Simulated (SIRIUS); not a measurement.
A run of SIRIUS 7.12.0 is set up as follows.

File sirius.json:

```json
{
  "control": {
    "processing_unit": "cpu",
    "verbosity": 2,
    "num_bands_to_print": 14,
    "print_forces": true,
    "print_stress": true
  },
  "parameters": {
    "electronic_structure_method": "pseudopotential",
    "xc_functionals": ["XC_GGA_X_PBE_SOL", "XC_GGA_C_PBE_SOL"],
    "gk_cutoff": 9.0,
    "pw_cutoff": 18.0,
    "ngridk": [10, 10, 10],
    "shiftk": [0, 0, 0],
    "smearing": "fermi_dirac",
    "smearing_width": 0.0018374661,
    "num_bands": 14,
    "num_mag_dims": 0,
    "num_dft_iter": 100,
    "energy_tol": 1e-08,
    "density_tol": 1e-06
  },
  "iterative_solver": {
    "type": "davidson",
    "min_tolerance": 1e-10
  },
  "mixer": {
    "type": "anderson",
    "beta": 0.7,
    "max_history": 8
  },
  "settings": {
    "tol_ne": 1e-10,
    "pseudo_grid_cutoff": 6.5
  },
  "unit_cell": {
    "lattice_vectors": [
      [-3.536321760921, 3.536321760921, 3.536321760921],
      [3.536321760921, -3.536321760921, 3.536321760921],
      [3.536321760921, 3.536321760921, -3.536321760921]
    ],
    "atom_coordinate_units": "lattice",
    "atom_types": ["Sb"],
    "atom_files": {
      "Sb": "Sb.json"
    },
    "atoms": {
      "Sb": [
        [0.0, 0.0, 0.0]
      ]
    }
  }
}
```

Potentials or basis: PseudoDojo 0.4.1 PBEsol standard (scalar relativistic).

Launch:

```bash
$ upf_to_json Sb.upf
$ OMP_NUM_THREADS=1 sirius.scf --input=sirius.json --output=out.json --task=0
```

Task: What does it give for the band gap on the k mesh?

Result: None (metal or under the smearing width).

Task: What does it give for the pressure?

Result: 0.0 GPa.

Spin-orbit coupling is left out, which matters for the levels of Sb.
